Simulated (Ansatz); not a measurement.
# Σ9 (221) boundary in fcc Al with Mn (substitutional): structure and resistance, part 2 of 2

How much does the Σ9 (221) boundary in fcc Al with Mn (substitutional) reflect electrons?

Ansatz 0.2.0; Ansatz plane-wave DFT, PBE, PAW files; relaxation of a bicrystal slab with its lowest layers held; PAW set soft_1 (the session's first sound run).

So far. Step 2 (Relaxing the bicrystal): The largest force component on a free atom ends at 0.028 eV/Å, under the tolerance of 0.03, after 16 steps.

## (3) Transmission across the boundary

Bulk layers of each grain are laid under and over the relaxed boundary, and a lead is named in the middle of each, away from the free faces. The mesh across the current, 22×8, is finer than the density's, because channels open and close sharply across the zone. Energies from -0.1 to 0.1 eV in steps of 0.05 eV are too few for the program's thermal sum, so it prints no conductance; for a metal the transmission near the Fermi level serves, at a fraction of the cost.

This step: Ansatz plane-wave DFT, PBE, PAW files; ballistic transport by layer matching (Landauer), zero bias; boundary relaxed in a short slab, bulk layers laid on; PAW set soft_1 (Ansatz 0.2.0).

System of this step: Σ9 (221) boundary in fcc Al with Mn (substitutional). The cell holds 64 atoms: 63 Al and 1 Mn. Cell: a = 2.862 Å, b = 8.587 Å, c = 50.479 Å, α = 90.0°, β = 90.0°, γ = 90.0°. It derives from Al. Regions: lower grain, 26 atoms (26 Al); boundary, 17 atoms (16 Al and 1 Mn); upper grain, 21 atoms (21 Al). Vacuum lies along c.

File input.yaml:

```yaml
crystal:
  lattice:
    - [2.862347037, 0.0, 0.0]
    - [0.0, 8.5870411111, 0.0]
    - [0.0, 0.0, 50.4790462141]
  atoms:
    - { symbol: Al, position: [-17.0, -9.4444444443, 0.0792407999] }
    - { symbol: Al, position: [-16.5, -9.1666666666, 0.0926059824] }
    - { symbol: Al, position: [-16.0, -8.8888888888, 0.105971165] }
    - { symbol: Al, position: [-15.5, -8.611111111, 0.1193363475] }
    - { symbol: Al, position: [-15.0, -8.3333333332, 0.13270153] }
    - { symbol: Al, position: [-14.5, -8.0555555555, 0.1460667126] }
    - { symbol: Al, position: [-14.0, -7.7777777777, 0.1594318951] }
    - { symbol: Al, position: [-13.5, -7.4999999999, 0.1727970776] }
    - { symbol: Al, position: [-13.0, -7.2222222221, 0.1861622602] }
    - { symbol: Al, position: [-12.5, -6.9444444444, 0.1995274427] }
    - { symbol: Al, position: [-12.0, -6.6666666666, 0.2128926252] }
    - { symbol: Al, position: [-11.5, -6.3888888888, 0.2262578077] }
    - { symbol: Al, position: [-11.0, -6.111111111, 0.2396229903] }
    - { symbol: Al, position: [-10.5, -5.8333333333, 0.2529881728] }
    - { symbol: Al, position: [-10.0, -5.5555555555, 0.2663533553] }
    - { symbol: Al, position: [-9.5, -5.2777777777, 0.2797185379] }
    - { symbol: Al, position: [-9.0, -4.9999999999, 0.2930837204] }
    - { symbol: Al, position: [-8.5, -4.7222222222, 0.3064489029] }
    - { symbol: Al, position: [-8.0, -4.4444444444, 0.3198140855] }
    - { symbol: Al, position: [-7.5, -4.1666666666, 0.333179268] }
    - { symbol: Al, position: [-7.0, -3.8888888888, 0.3465444505] }
    - { symbol: Al, position: [-6.5, -3.6111111111, 0.3599096331] }
    - { symbol: Al, position: [-6.0, -3.3333333333, 0.3732748156] }
    - { symbol: Al, position: [-5.5, -3.0555555555, 0.3866399981] }
    - { symbol: Al, position: [-5.0, -2.7777777777, 0.4000051807] }
    - { symbol: Al, position: [-4.5, -2.5, 0.4133703632] }
    - { symbol: Al, position: [0.0, 0.7777777778, 0.4267355457] }
    - { symbol: Al, position: [0.5, 0.0509303893, 0.4402856701] }
    - { symbol: Al, position: [1.0, 0.3331247969, 0.4516256134] }
    - { symbol: Al, position: [0.5, 0.6246915925, 0.4663264931] }
    - { symbol: Al, position: [0.0, 0.8897047441, 0.4821426964] }
    - { symbol: Al, position: [0.5, 0.1695404403, 0.4923184454] }
    - { symbol: Al, position: [0.0, 0.4436531511, 0.5022047875] }
    - { symbol: Al, position: [0.5, 0.8018646911, 0.5311483058] }
    - { symbol: Mn, position: [0.0, 0.0393539507, 0.5260935091] }
    - { symbol: Al, position: [0.0, 0.5356080283, 0.5506508106] }
    - { symbol: Al, position: [0.5, 0.2396119394, 0.5499693555] }
    - { symbol: Al, position: [0.0, 0.9666911367, 0.5734592069] }
    - { symbol: Al, position: [0.5, 0.6970268287, 0.588469006] }
    - { symbol: Al, position: [1.0, 0.4086658149, 0.5997068188] }
    - { symbol: Al, position: [0.5, 0.1366758852, 0.612141236] }
    - { symbol: Al, position: [0.0, 0.8571835096, 0.6273466464] }
    - { symbol: Al, position: [0.5, 0.5730170668, 0.6400903669] }
    - { symbol: Al, position: [-5.0, -2.7047607109, 0.6534555495] }
    - { symbol: Al, position: [-5.5, -2.9825384887, 0.666820732] }
    - { symbol: Al, position: [-6.0, -3.2603162665, 0.6801859145] }
    - { symbol: Al, position: [-6.5, -3.5380940443, 0.6935510971] }
    - { symbol: Al, position: [-7.0, -3.815871822, 0.7069162796] }
    - { symbol: Al, position: [-7.5, -4.0936495998, 0.7202814621] }
    - { symbol: Al, position: [-8.0, -4.3714273776, 0.7336466447] }
    - { symbol: Al, position: [-8.5, -4.6492051554, 0.7470118272] }
    - { symbol: Al, position: [-9.0, -4.9269829331, 0.7603770097] }
    - { symbol: Al, position: [-9.5, -5.2047607109, 0.7737421923] }
    - { symbol: Al, position: [-10.0, -5.4825384887, 0.7871073748] }
    - { symbol: Al, position: [-10.5, -5.7603162665, 0.8004725573] }
    - { symbol: Al, position: [-11.0, -6.0380940442, 0.8138377398] }
    - { symbol: Al, position: [-11.5, -6.315871822, 0.8272029224] }
    - { symbol: Al, position: [-12.0, -6.5936495998, 0.8405681049] }
    - { symbol: Al, position: [-12.5, -6.8714273776, 0.8539332874] }
    - { symbol: Al, position: [-13.0, -7.1492051553, 0.86729847] }
    - { symbol: Al, position: [-13.5, -7.4269829331, 0.8806636525] }
    - { symbol: Al, position: [-14.0, -7.7047607109, 0.894028835] }
    - { symbol: Al, position: [-14.5, -7.9825384887, 0.9073940176] }
    - { symbol: Al, position: [-15.0, -8.2603162664, 0.9207592001] }
kpoints:
  mp_grid: { grid: [9, 3, 1] }
hamiltonian:
  xc: pbe
  pseudopotentials: { kind: paw, azcp: { folder: soft_1 } }
scf:
  occupations: { method: fermi_dirac, width: 0.1 }
output:
  transmission:
    leads: [[14, 15], [52, 53]]
    kmesh: [22, 8]
    e_range: [-0.1, 0.1]
    de: 0.05
  write_potential: true
  write_density: true
  volumetric_format: npy
  elf: true
```

On the command line:

```sh
$ ansatz run input.yaml --threads 4 --pin off --max-ram 15360MiB --backend cpu --events-out ev --progress --plain --runs-dir out
```

Numbers of over 12 decimals in the logs are rounded to 6 here.

The program printed:

```text
[...]
Crystal: 64 atoms, lattice volume = 1240.729 Å³
Basis set: ecut = 420 eV, 24229 PW (Γ)
Bands: 166, of which v1, the nominal top of the filled ones, is band 102 counted from 1 (101 counted from 0)
Symmetry: 2 space group operations
[...]
k-points: 10 of 27 (time reversal used)
[...]
SCF iter   1: F=—  HF=-37769.057884 eV  |F-HF|=—  |Δ(HF+E_count)|=         —  Δρ=6.71e-2  dr2=4.59e2  ethr=3.10e-3  ⟨swp⟩=8.0  Hψ=8981  notcnv=0  defer=96
[...]
SCF iter  13: F=-37758.183306 eV  HF=-37758.183306 eV  |F-HF|=1.34e-8  |Δ(HF+E_count)|=   2.08e-9  Δρ=8.05e-7  dr2=1.50e-8  ethr=4.90e-11  ⟨swp⟩=32.1  Hψ=10137  notcnv=0
SCF 1 converged in 13 iterations: F = -37758.183306 eV  dr2 = 1.50e-8
[...]
transmission: 234 of 2340 steps passed
transmission: 468 of 2340 steps passed
[...]
transmission: 2340 of 2340 steps passed
WARN: The output density's exchange-correlation potential varies sharply where the density is thin. Do not read a vacuum level from v_tot or v_xc, or from such a field of the output density. On a cell that repeats whose density bears no net charge and no dipole along the vacuum's axis use v_es (v_loc + v_h of the components); under efield.dipole_correction with no amplitude use v_es + v_field, which holds any externa [...]
SCF converged after 13 iterations
Free energy (F): -37758.183306 eV
[...]
Internal energy: -37757.101924 eV  (E = F + TS)
E sigma→0 (E₀):  -37757.642615 eV
Entropy (-TS):   -1.081382 eV (-16.897 meV/atom)
Fermi energy:    6.237208 eV
[...]
--- Band table (eV; the first three rows and the last of 10) ---
  k-point 0: bands = [... 98 lower, 6.1478, 6.1553, 6.2709, 6.3254, 6.3696, 6.5159, 6.5689, 6.6615, ... 60 higher]
  k-point 1: bands = [... 98 lower, 6.3928, 6.4985, 6.5641, 6.6849, 6.7954, 6.8451, 6.9767, 7.0492, ... 60 higher]
  k-point 2: bands = [... 98 lower, 6.2143, 6.2723, 6.3379, 6.3900, 6.5360, 6.6792, 6.7659, 6.8829, ... 60 higher]
  k-point 9: bands = [... 98 lower, 5.2929, 5.3693, 5.4051, 5.4585, 5.5431, 5.5999, 5.6546, 5.7214, ... 60 higher]
--- Transmission ---
  basis      : 217 plane waves across, 39 finite elements along
  points     : 60, standing for a mesh of 22 x 8
  energies   : 5 from -0.100000 to 0.100000 eV about the Fermi level, 0.050000 eV apart; the leads are filled to 0.000000 eV, and channels, transmission and decay are at 0.000000 eV
  crystal 0  : Al4, at the sites [14, 15], period 2.6986 Å, over 18.22 Å; its Hamiltonian steps by up to 36.4 meV: too much for a lead, lay more layers or, if its atoms are ordered, name the step of that order
    offset         : up to 0.0000 Å between an atom of the period and one for which it stands
    channels       : 4.664773e0 a spin
    conductance    : none, the energies end too early or step too widely for 300 K: set another output.transmission.e_range or a lower de, or, where they end at an eighth of basis.ecutwfc, a higher one
[...]
channels       : 4.551136e0 a spin
[...]
junction   : crystal 0 to crystal 1, 13.11 to 37.37 Å
    transmission   : 2.318160e0 a spin
[...]
```

The job ended after 8.8 min (4 threads of Arm Neoverse V1, shared host; peak memory 5 GiB; 33 min of CPU time).

This step gave:

```yaml
free_energy: -37758.1833 eV
energy_at_zero_smearing: -37757.6426 eV
fermi_energy: 6.237 eV
cell_area: 24.58 Å²
transmission_per_spin_nearest_the_fermi_level: 2.318
open_channels_per_spin_nearest_the_fermi_level: 4.665
open_channels_per_spin_upper_lead: 4.551
step_of_the_lead_s_potential: 36.4 meV
step_of_the_upper_lead_s_potential: 33.4 meV
```

Per spin. Transmission, zone mean against energy, zero at the Fermi level:

```csv
energy (eV),"transmission, zone mean"
-0.1000,2.19
-0.0500,2.26
0.0000,2.32
0.0500,2.39
0.1000,2.41
```

Per spin. Table of open channels, zone mean by energy, zero at the Fermi level:

```csv
energy (eV),lead,upper lead
-0.1000,4.46,4.48
-0.0500,4.57,4.55
0.0000,4.66,4.55
0.0500,4.72,4.72
0.1000,4.77,4.74
```

Transmission over k1 and k2. At 0.0000 eV from the Fermi level.

Ten even steps from '0' (0.75) to '9' (3.69):
```
7322236775545577632223
5755325785555587523557
4573244677656776442375
8645244998656899442546
4573244677656776442375
5755325785555587523557
7322236775545577632223
1110425775646577524011
```
Columns: k1 (b1) from -0.5 to 0.455; rows upwards: k2 (b2) from -0.5 to 0.375.

Open channels over k1 and k2. At 0.0000 eV from the Fermi level.

Ten even steps from '0' (2.00) to '9' (8.00):
```
6613315333333333513316
3966513555555555315669
3585533335555533335585
6658563555555555365856
3585533335555533335585
3966513555555555315669
6613315333333333513316
3330333333333333333033
```
Columns: k1 (b1) from -0.5 to 0.455; rows upwards: k2 (b2) from -0.5 to 0.375.

ELF in the cb plane at fractional x = 0.000, with atoms of Al and Mn within 0.2 Å of it. It is the smooth field of the valence electrons, not physical close to the nuclei.

Ten even steps from '0' (0.66 × 1e-1) to '9' (8.73 × 1e-1), each cell a mean:
```
43456653224566564236731332266150266666555666
22346654345665562012763112476200366651136666
21245665555665551131675455666434666621215766
32356666520156564102676676544456666620215767
54556667403036566544555666532245666751136675
65335767401047666654223565421235666654566673
63001576631267666542112355532345655444566674
62140576665555566542111356654556653223456666
64001666665333456654323567523676653212466555
66534666654212456666556786100477654323566533
66654456664212356776347996040377765445666421
66542235665434556773005998201588742366666422
66532134666554566760323898545778500056666543
66532235666641257762002776666667314046666545
56654456667611127776334444455556400156663115
56666534677611116766654323455434555666640202
66666200377741136666653234665422456766650102
66665031167765455556653235776421235666663125
36666200267665433356653124676421134666555567
04667532566665322246641111356532345665433466
03666765445665321356522453146654556664322356
15666653234665433466523785237633676654322356
55566642124566544567523775247200476665433466
```
Columns run along c (16.0 Å, from fractional 0.36 to 0.67 of the cell), rows up along b (8.6 Å). Atoms in or near the plane, at fractional coordinates: Al at (0.37, 0.67), Al at (0.40, 0.22), Al at (0.43, 0.78), Al at (0.45, 0.33), Al at (0.48, 0.89), Al at (0.50, 0.44), Mn at (0.53, 0.04), Al at (0.55, 0.54), Al at (0.57, 0.97), Al at (0.60, 0.41), Al at (0.63, 0.86), Al at (0.65, 0.30).

Electrostatic potential energy in the cb plane at fractional x = 0.000, with atoms of Al and Mn within 0.2 Å of it. With pseudopotentials it is smooth inside the atoms' cores, unlike the true potential.

Values in eV, 12 rows by 16 columns, each cell a mean:
```
  7   6   7   7   6   2  -4  -2  -5   0  -2   0   3  -4  -2   7
  8   7   6  -5  -2   0   1  -2   7   7   1  -3   3   0  -2   5
  2  -1   3   1  -3   5  -3   4   7   7   8   7   6  -5  -3  -1
 -3  -1   3  -5  -2   6   7   9   8   6   6   6   6   6   6   0
 -4  -4   5   6   7   6   7   7   7  -3  -4   6   7   8   6   6
  5   3   7   6   8   7   4  -5   0  -2  -1   3  -1   5   6   8
  6   8   7   6   1   0   0   4  -3  -2  -3  -2   0  -1   6   5
  6   6   3   5  -3  -2   1  -6   1   7   7  -1  -2  -1  -3  -5
  6   1  -4  -1  -4  -4   5   6   8   7   7   7   1   5  -3   0
 -2  -2   2  -2   4   3   6   7   7   6   7   9   7   6   0  -3
 -3   4  -3   5   6   8   7   5  -8  -3   6   5   6   6   8   7
 -2   7   7   8   6   7   3   3 -11  -8  -3  -5   5   6   7   6
```
Columns run along c (16.0 Å, from fractional 0.36 to 0.67 of the cell; values clipped at the 3rd and 97th percentile), rows up along b (8.6 Å). Atoms in or near the plane, at fractional coordinates: Al at (0.37, 0.67), Al at (0.40, 0.22), Al at (0.43, 0.78), Al at (0.45, 0.33), Al at (0.48, 0.89), Al at (0.50, 0.44), Mn at (0.53, 0.04), Al at (0.55, 0.54), Al at (0.57, 0.97), Al at (0.60, 0.41), Al at (0.63, 0.86), Al at (0.65, 0.30).

Valence density in the cb plane at fractional x = 0.000, with atoms of Al and Mn within 0.2 Å of it. It is the smooth field of the valence electrons, not physical close to the nuclei.

Ten steps, logarithmic in the rise over the least value, from '0' (0 e/Å³) to '9' (23 e/Å³), each cell a mean:
```
00001000000000000001113554211000010011000001
00000100000100000000111221111000011100001100
00000000000110000000111111111000111100001111
00000001100000010000001111000001111100001111
00001101000001011100000011000000111110001111
11001111000001001100000000000000110010011110
10000111100011100000000000000000100000000010
10000111111000010000000000000000100000000011
10000110000000001000000001000111000000000000
11000000000000000100000011000111100000010000
01100000100000000111001111000011110000010000
00000000100000000110000111000111100010000000
00000000010000011110000111100111000001000000
01000000011100001110000100000001000001011100
01000001111100001111000000000000000011110000
00000000111100001111100000000000000111100000
00011000011100001101000000000000000110100000
11011000011111000001000000110000000000010001
01111000011000000001111111110000000000000011
00111100010000000001111232111000000000000000
00111110000000000001114675211100000000000000
01100000000010000001125997311100110000000001
00000000000000000011125897311000010000000001
```
Columns run along c (16.0 Å, from fractional 0.36 to 0.67 of the cell), rows up along b (8.6 Å). Atoms in or near the plane, at fractional coordinates: Al at (0.37, 0.67), Al at (0.40, 0.22), Al at (0.43, 0.78), Al at (0.45, 0.33), Al at (0.48, 0.89), Al at (0.50, 0.44), Mn at (0.53, 0.04), Al at (0.55, 0.54), Al at (0.57, 0.97), Al at (0.60, 0.41), Al at (0.63, 0.86), Al at (0.65, 0.30).

Over the solved energies the transmission per spin lies between 2.19 and 2.41, out of 4.64 channels of the lead on average (up to 4.77). The log calls the step of a lead's potential too much.

## (4) Specific resistance

This step: Ansatz plane-wave DFT, PBE, PAW files; ballistic transport by layer matching (Landauer), zero bias; specific resistance of the boundary; PAW set soft_1 (Ansatz 0.2.0).

Numbers from this step:

```yaml
area_resistance: 0.6837 fΩ m²
t_over_the_leads_mean_channel_count: 0.5008
```

Averaged over the energies near the Fermi level, 50.1 % of the channels pass, which makes 0.684 fΩ m².

By hand, with T and the leads' channels N averaged over the energies near the Fermi level: RA = A (h/2e²)(1/T − ½[1/N₁ + 1/N₂]) = 24.58×10⁻²⁰ m² × 12 906 Ω × (1/2.316 − ½[1/4.638 + 1/4.610]) = 0.684 fΩ m².

## (5) Summary of results

```
specific resistance of the boundary : 0.684 fΩ m²
share of channels that pass         : 0.501
```

**Reading.** The boundary has a specific resistance of 0.68 fΩ m². The boundary reflects 50 % of the channels; 0.68 fΩ m² is 6.8×10⁻¹² Ω·cm². That equals the resistance of 25 nm of bulk Al at 300 K (measured 2.733 µΩ cm, CRC Handbook of Chemistry and Physics, 84th ed., 2003, Electrical Resistivity of Pure Metals). One Mn in 24.6 Å² of boundary is a high coverage. In the relaxation the upper grain slid sideways by about 0.7 Å, so the result belongs to the position that it found, not to the starting one. Each plane of this narrow cell holds one atom, so the solute fills a whole plane. One starting structure was relaxed; another shift or atom count at the boundary may lie lower. The runs have no spin polarisation, although Mn can order magnetically, which would change the channels. A lead's potential steps by up to 36 meV from period to period, which the log calls too much, so longer leads could move the result.

[Logs are printed without paths, hosts, clocks, repeated set-up lines and the standing remarks that a program may print on its own settings, such as how far it seeks lower states.]

[Hosts, paths, dates, database ids (printed as entryN), source tags and the programs' standing remarks are cut or masked in the printed files.]
